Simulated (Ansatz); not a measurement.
**GaN: moving N off its site**

GaN, P6_3mc, a = 3.218 Å, c = 5.243 Å. Ansatz: PBE, PAW, 420 eV, Γ-centred 12×12×6 mesh on 4 atoms, Gaussian smearing 0.05 eV; no spin polarisation.

```
CELL_PARAMETERS angstrom
3.21843 0.00000 0.00000
-1.60921 2.78724 0.00000
0.00000 0.00000 5.24303
ATOMIC_POSITIONS crystal
Ga 0.33333 0.66667 0.99913
Ga 0.66667 0.33333 0.49913
N 0.33333 0.66667 0.37587
N 0.66667 0.33333 0.87587
```

Atom 3 (N) moves by x along the unit vector (-0.818, -0.472, 0.329), with its periodic images; all else is held. y is the free energy of the cell over the start, F the force along the path summed over the moved atoms.

```tsv
x (Å)	y (meV)	F (eV/Å)
-0.200	188.6	1.59
-0.150	114.6	1.35
-0.100	55.0	1.02
-0.050	14.9	0.57
0.000	0.0	0.00
0.050	17.3	-0.72
0.100	75.0	-1.62
0.150	182.6	-2.73
0.175	258.7	-3.37
0.200	?	?
```

**Question.** Fit y = c2 x² + c3 x³ + c4 x⁴ to the energies of the other rows, give the force constant, and predict energy and force of the missing row.

**Answer.** Least squares on the rows shown. y = 6427.1 x² + 10130 x³ + 7901.6 x⁴. The force constant is 2 c2 = 12.9 eV/Å² (for all images moving together, not for a lone atom). The force −dy/dx at the missing row is -4.04 eV/Å (computed -4.09). At x = 0.200 the fit asked for gives 350.8 meV. The run gave 351.9 meV, so the fit is 1.1 meV too low, a small miss on the scale of the series.